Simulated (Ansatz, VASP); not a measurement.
## SnTe in VASP and in Ansatz

```
CELL_PARAMETERS angstrom
0.00000 3.21951 3.21951
3.21951 0.00000 3.21951
3.21951 3.21951 0.00000
ATOMIC_POSITIONS crystal
Sn 0.00000 0.00000 0.00000
Te 0.25000 0.25000 0.25000
```

Alike in both runs: task relaxation of cell and atoms; functional PBE; k mesh 9 × 9 × 9; occupations fermi-dirac, width 0.05 eV; no spin polarisation.

```csv
,VASP,Ansatz
version,VASP 6.6.1,Ansatz 0.2.0
potentials or method,"VASP PAW PBE potentials, release 64 (Sn_d, Te)","PAW with Ansatz's default frozen-core files, scalar-relativistic"
plane-wave cutoff (eV),600,420
valence electrons in the cell,20,30
```

Ansatz gave:

- relaxed volume (Å³/atom): 46.92
- relaxed cell length with the largest relative difference (Å): 5.101
- energy change over the relaxation (meV/atom): -498

Task: Estimate VASP's values.

Result: Relaxed volume (Å³/atom): 47.00; relaxed cell length with the largest relative difference (Å): 5.104; energy change over the relaxation (meV/atom): -497.

The two sets of potentials don't hold the same shells in valence.

Caveats: the volume moved by over 15 % at a fixed basis, so the end points are rough (VASP).
